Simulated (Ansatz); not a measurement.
**Bi2Se3: response to strain**

Bi2Se3 is deformed so: equal xx and yy strain of -3 %. What stress and forces result, by LAPW, PAW and all-electron datasets made for the crystal?

Computed with Ansatz 0.2.0 (DFT PBE, scalar-relativistic, unless a step's input says otherwise).

## 1. The system as given

It takes space group R-3m (No. 166, trigonal). Conventional cell: a = 4.143 Å, b = 4.143 Å, c = 28.636 Å, α = 90.00°, β = 90.00°, γ = 120.00°. Bi (site symmetry 3m) has 6 Se at 2.85 to 3.07 Å as nearest neighbours. Around Se (site symmetry -3m) lie 6 Bi at 3.07 Å. Around Se (site symmetry 3m) lie 3 Bi at 2.85 Å.

Structure file:

```
Bi Se
1.0
     2.07150    1.19598    9.54533
    -2.07150    1.19598    9.54533
     0.00000   -2.39196    9.54533
Bi Se
2 3
Direct
  0.40080 0.40080 0.40080
  0.59920 0.59920 0.59920
  0.00000 0.00000 0.00000
  0.21170 0.21170 0.21170
  0.78830 0.78830 0.78830
```

Atoms are numbered in the order of the input: Bi1, Bi2, Se3, Se4, Se5.

## 2. The deformed structure

Space group R-3m before, R-3m after.

## 3. Full-potential LAPW

Input file input.yaml:

```yaml
crystal:
  lattice:
    - [2.0093543179, 1.1601012563, 9.54533]
    - [-2.0093543179, 1.1601012563, 9.54533]
    - [0.0, -2.3202025127, 9.54533]
  atoms:
    - { symbol: Bi, position: [0.4008, 0.4008, 0.4008] }
    - { symbol: Bi, position: [0.5992, 0.5992, 0.5992] }
    - { symbol: Se, position: [0.0, 0.0, 0.0] }
    - { symbol: Se, position: [0.2117, 0.2117, 0.2117] }
    - { symbol: Se, position: [0.7883, 0.7883, 0.7883] }
kpoints:
  mp_grid: { grid: [6, 6, 6] }
  band_path:
    path:
      - [0.0, 0.0, 0.0]
      - [0.5, 0.5, 0.5]
      - [0.823486, 0.176514, 0.5]
      - [0.5, -0.176514, 0.176514]
      - [0.5, 0.0, 0.0]
      - [0.0, 0.0, 0.0]
      - [0.338257, -0.338257, 0.0]
      - [0.661743, 0.0, 0.338257]
      - [0.5, 0.0, 0.5]
    npoints: 5
scf:
  occupations: { method: fermi_dirac, width: 0.03 }
hamiltonian:
  xc: pbe
  pseudopotentials: { kind: all_electron, lapw: { basis_error: 0.0005 } }
output:
  forces: true
  stress: true
  eigenvalues: true
```

Run with:

```sh
ansatz run input.yaml --threads 2 --pin off --max-ram 6144MiB --backend cpu --events-out ev --progress --plain --runs-dir out
```

## 4. Frozen-core PAW

Input file input.yaml:

```yaml
crystal:
  lattice:
    - [2.0093543179, 1.1601012563, 9.54533]
    - [-2.0093543179, 1.1601012563, 9.54533]
    - [0.0, -2.3202025127, 9.54533]
  atoms:
    - { symbol: Bi, position: [0.4008, 0.4008, 0.4008] }
    - { symbol: Bi, position: [0.5992, 0.5992, 0.5992] }
    - { symbol: Se, position: [0.0, 0.0, 0.0] }
    - { symbol: Se, position: [0.2117, 0.2117, 0.2117] }
    - { symbol: Se, position: [0.7883, 0.7883, 0.7883] }
kpoints:
  mp_grid: { grid: [6, 6, 6] }
scf:
  occupations: { method: fermi_dirac, width: 0.03 }
hamiltonian:
  xc: pbe
  pseudopotentials: { kind: paw }
output:
  forces: true
  stress: true
  eigenvalues: true
  efg: { contact_densities: true }
  write_density: true
  write_potential: true
  elf: true
  volumetric_format: npy
```

## 5. Datasets made for this crystal

input.yaml, as its differences from that of step 4:

```diff
@@ -17,3 +17,3 @@
   xc: pbe
-  pseudopotentials: { kind: paw }
+  pseudopotentials: { kind: all_electron, datasets: crystal }
 output:
@@ -23,5 +23 @@
   efg: { contact_densities: true }
-  write_density: true
-  write_potential: true
-  elf: true
-  volumetric_format: npy
```

(Steps that only read results are left out.)

**Question.** What will these runs give? Wanted: pressure; largest shear or deviatoric stress.

**Answer**, as computed:

| quantity | value |
| --- | --- |
| pressure | LAPW 7.24, PAW 7.23, crystal datasets 7.24 GPa |
| largest shear or deviatoric stress (LAPW) | 0.84 GPa |

What this shows: The largest part of the stress beyond the pressure is 0.84 GPa in size, in the zz component; the atoms are carried along and not relaxed. No run of the undeformed cell stands beside it, so the pressure holds what the given cell had before the change. PAW: stress within 0.01 GPa of LAPW, forces within 1 meV/Å. Crystal datasets: stress within 0.01 GPa of LAPW, forces within 1 meV/Å. Spin-orbit coupling is left out, though the cell holds Bi; in elements this heavy it can shift bands and gaps by tenths of an eV.
